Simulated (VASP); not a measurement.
Wanted: the native input for a VASP 6.6.1 run.

```yaml
Task: band structure
Functional: r2SCAN
Potentials_or_basis: VASP PAW PBE potentials, release 64 (Ru_pv)
Cutoff: 520 eV
k_mesh: 15 × 15 × 9
Occupations: methfessel-paxton, width 0.1 eV
Spin: no spin polarisation
Further_INCAR_settings: ALGO = Normal; EDIFF = 1e-06
```

The structure of Ru lies in POSCAR:

```
Ru                                      
1.0
    2.6879024158      0.0000000000     -0.0000000000
   -1.3439512079      2.3277917750      0.0000000000
    0.0000000000      0.0000000000      4.2552087736
  Ru            
     2
Direct
     0.3333333332999970    0.6666666667000030    0.2500000000000000
     0.6666666667000030    0.3333333332999970    0.7500000000000000
```

These files were run (other wordings do the same):

INCAR

```
PREC = Accurate
ENCUT = 520
EDIFF = 1E-6
ISMEAR = 1
SIGMA = 0.1
LREAL = False
LASPH = True
NELM = 80
ALGO = Normal
ISIF = 2
LWAVE = False
LCHARG = False
LMAXMIX = 4
METAGGA = R2SCAN
LMIXTAU = True
KPAR = 4
```

KPOINTS

```
regular mesh
0
Gamma
  15 15 9
```

KPOINTS_OPT

```
explicit points
258
Reciprocal
 0.0000000000  0.0000000000  0.0000000000 1
 0.0263157895  0.0000000000  0.0000000000 1
 0.0526315789  0.0000000000  0.0000000000 1
 0.0789473684  0.0000000000  0.0000000000 1
 0.1052631579  0.0000000000  0.0000000000 1
 0.1315789474  0.0000000000  0.0000000000 1
[... 250 lines left out ...]
 0.5000000000  0.0000000000  0.0238519900 1
 0.5000000000  0.0000000000 -0.0238519900 1
```

Potentials or basis: VASP PAW PBE potentials, release 64 (Ru_pv).

Run with:

```console
$ cat potpaw_PBE.64/Ru_pv/POTCAR > POTCAR
$ mpirun -np 4 vasp_std > vasp.out
```

It gave:

```json
{
 "Pressure": "6.2 GPa",
 "Band gap along the path": "none (metal or under the smearing width)"
}
```

Caveat: the PAW data sets were made with another functional, which shifts forces and pressure a little.

Run time: 84 s on 4 MPI ranks on Intel(R) Xeon(R) Platinum 8488C (Sapphire Rapids), on a shared host, peak memory 0.19 GiB a rank.
